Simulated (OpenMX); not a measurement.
The system is BaF2 (Frankdicksonite).

```
CELL_PARAMETERS angstrom
0.00000 3.10005 3.10005
3.10005 0.00000 3.10005
3.10005 3.10005 0.00000
ATOMIC_POSITIONS crystal
Ba 0.00000 0.00000 0.00000
F 0.75000 0.75000 0.75000
F 0.25000 0.25000 0.25000
```

Base run:

- Program: OpenMX 3.8.5
- Functional: PBE
- Potentials or basis: OpenMX 2013 PBE set, Ba10.0-s3p2d1, F6.0-s2p2, grid cutoff 400 Ry
- k mesh: 9 × 9 × 9
- Occupations: fermi-dirac, width 0.05 eV
- Spin: no spin polarisation

Its results: band gap on the k mesh 6.75 eV, direct; pressure 3.6 GPa.

Task: The run is repeated on the same cell with these changes: functional from PBE to LDA; potentials or basis from OpenMX 2013 PBE set, Ba10.0-s3p2d1, F6.0-s2p2, grid cutoff 400 Ry to OpenMX 2013 LDA set, Ba10.0-s3p2d2, F6.0-s2p2d1, grid cutoff 400 Ry. What comes out?

Result: Band gap on the k mesh 6.37 eV, direct; pressure -2.9 GPa.

Caveats: spin-orbit coupling is left out, which moves the levels of the heavy elements; the basis of atomic orbitals isn't converged, which shifts pressures, moduli and gaps.
